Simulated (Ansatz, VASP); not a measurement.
Si: VASP beside Ansatz

The input INCAR:

```
PREC = Accurate
ENCUT = 600
EDIFF = 1E-6
ISMEAR = 0
SIGMA = 0.02
LREAL = False
LASPH = True
NELM = 60
ALGO = Normal
ISIF = 4
LWAVE = False
LCHARG = False
GGA = PE
IBRION = 2
NSW = 50
EDIFFG = -0.01
```

File KPOINTS:

```
Automatic mesh
0
Gamma
  6 6 6
```

The input POSCAR:

```
Si
1.0
    5.5312799144      0.0000000000      0.0000000000
   -2.7656399572      4.7902289214      0.0000000000
    0.0000000000      0.0000000000      5.1752586144
Si
6
Direct
    0.2325490815      0.4650981629      0.2500000000
    0.5349018371      0.7674509185      0.5833333333
    0.2325490815      0.7674509185      0.9166666667
    0.7674509185      0.5349018371      0.7500000000
    0.4650981629      0.2325490815      0.0833333333
    0.7674509185      0.2325490815      0.4166666667
```

Input for Ansatz:

```yaml
crystal:
  lattice:
    - [5.5312799144, 0.0, 0.0]
    - [-2.7656399572, 4.7902289214, 0.0]
    - [0.0, 0.0, 5.1752586144]
  atoms:
    - { symbol: Si, position: [0.2325490815, 0.4650981629, 0.25] }
    - { symbol: Si, position: [0.5349018371, 0.7674509185, 0.5833333333] }
    - { symbol: Si, position: [0.2325490815, 0.7674509185, 0.9166666667] }
    - { symbol: Si, position: [0.7674509185, 0.5349018371, 0.75] }
    - { symbol: Si, position: [0.4650981629, 0.2325490815, 0.0833333333] }
    - { symbol: Si, position: [0.7674509185, 0.2325490815, 0.4166666667] }
basis:
  ecutwfc: 420
kpoints:
  mp_grid: { grid: [6, 6, 6] }
hamiltonian:
  xc: pbe
scf:
  occupations: { method: gaussian, width: 0.02 }
output:
  forces: true
  stress: true
  eigenvalues: true
relax:
  adjacent_minimum: "off"
  f_tol: 0.01
  max_steps: 30
  cell: { stress_tol: 0.1, fix: [volume] }
```

Alike in both runs: task relaxation of shape and atoms at fixed volume; functional PBE; k mesh 6 × 6 × 6; occupations gaussian, width 0.02 eV; no spin polarisation.

```csv
,VASP,Ansatz
version,VASP 6.6.1,Ansatz 0.2.0
potentials or method,"VASP PAW PBE potentials, release 64 (Si)","scalar-relativistic, plane waves, PAW"
plane-wave cutoff (eV),600,420
valence electrons in the cell,24,24
```

Ansatz gave:

```
gap on the k mesh at the Fermi level, each at its own relaxed structure (eV) : 1.56
relaxed volume (Å³/atom)                                                     : 22.85
relaxed cell length with the largest relative difference (Å)                 : 5.191
```

Q: Which values does VASP return?

A: gap on the k mesh at the Fermi level, each at its own relaxed structure (eV): 1.56; relaxed volume (Å³/atom): 22.85; relaxed cell length with the largest relative difference (Å): 5.189.

A k mesh can miss the band edges.
